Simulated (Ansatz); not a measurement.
Wanted: the native input for an Ansatz 0.2.0 run.

* Task: single point
* Functional: PBE
* Potentials or basis: Ansatz PAW
* Cutoff: 420 eV (not typed: the program's choice for these potentials)
* k mesh: 9 × 9 × 9
* Occupations: fermi-dirac, width 0.05 eV
* Spin: collinear spin, program default start
* Fixed moment: 0 μB

Crystal: CoO.

```
Co O
1.0
     1.60222    0.92504    2.56647
    -1.60222    0.92504    2.56647
     0.00000   -1.85008    2.56647
Co O
1 1
Direct
  0.99898 0.99898 0.99898
  0.75102 0.75102 0.75102
```

Measurements of this composition are mostly on another form, of space group No. 225.

These files were run (other wordings do the same):

input.yaml

```yaml
crystal:
  lattice:
    - [1.6022198417, 0.9250420569, 2.5664708903]
    - [-1.6022198417, 0.9250420569, 2.5664708903]
    - [0.0, -1.8500841138, 2.5664708903]
  atoms:
    - { symbol: Co, position: [0.99897832, 0.99897832, 0.99897832] }
    - { symbol: O, position: [0.75102103, 0.75102103, 0.75102103] }
hamiltonian:
  xc: pbe
  pseudopotentials: { kind: paw }
magnetization:
  spin_polarized: true
  initial_magnetization: 0.0
  spin_locking: { lock_magnetization: hard }
kpoints:
  mp_grid: { grid: [9, 9, 9] }
scf:
  occupations: { method: fermi_dirac, width: 0.05 }
  lower_state_search: "off"
output:
  forces: true
  stress: true
  eigenvalues: true
```

Potentials or basis: Ansatz PAW.

Launch:

```bash
$ ansatz run input.yaml --threads 2 --pin off --max-ram 5632MiB --backend cpu --events-out ev --progress --plain --runs-dir out
```

Results of the run:

The pressure is -14.1 GPa. The largest force is 0.200 eV/Å, the net moment is 0.00 μB per cell and the absolute moment is 0.00 μB per cell.

Caveat: the pressure holds a Pulay correction of +0.6 GPa for the finite cutoff; the total moment is fixed, so each spin has its own Fermi level; the thresholds are loose for stress.

It took 2.5 s on 2 threads of Arm Neoverse V1, with other jobs on the host, peak memory 0.31 GiB.
